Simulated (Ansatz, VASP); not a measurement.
**Two plane-wave programs on HfC**

```
Hf C
1.0
     0.00000    2.32216    2.32216
     2.32216    0.00000    2.32216
     2.32216    2.32216    0.00000
Hf C
1 1
Direct
  0.50000 0.50000 0.50000
  0.00000 0.00000 0.00000
```

Alike in both runs: task single point; functional PBE; k mesh 8 × 8 × 8; occupations gaussian, width 0.05 eV; no spin polarisation.

|  | VASP | Ansatz |
| --- | --- | --- |
| version | VASP 6.6.1 | Ansatz 0.2.0 |
| potentials or method | VASP PAW PBE potentials, release 64 (Hf_pv, C) | scalar-relativistic, plane waves, PAW |
| plane-wave cutoff (eV) | 520 | 420 |
| valence electrons in the cell | 14 | 30 |

```tsv
	VASP	Ansatz	Ansatz less VASP
gap on the k mesh at the Fermi level (eV)	none	none	-
pressure (GPa)	0.5	1.1	+0.65
```

A gap of «none» marks a metal or a gap that the smearing closes. The two sets of potentials don't hold the same shells in valence.

Spin-orbit coupling is left out, which matters for the levels of Hf.
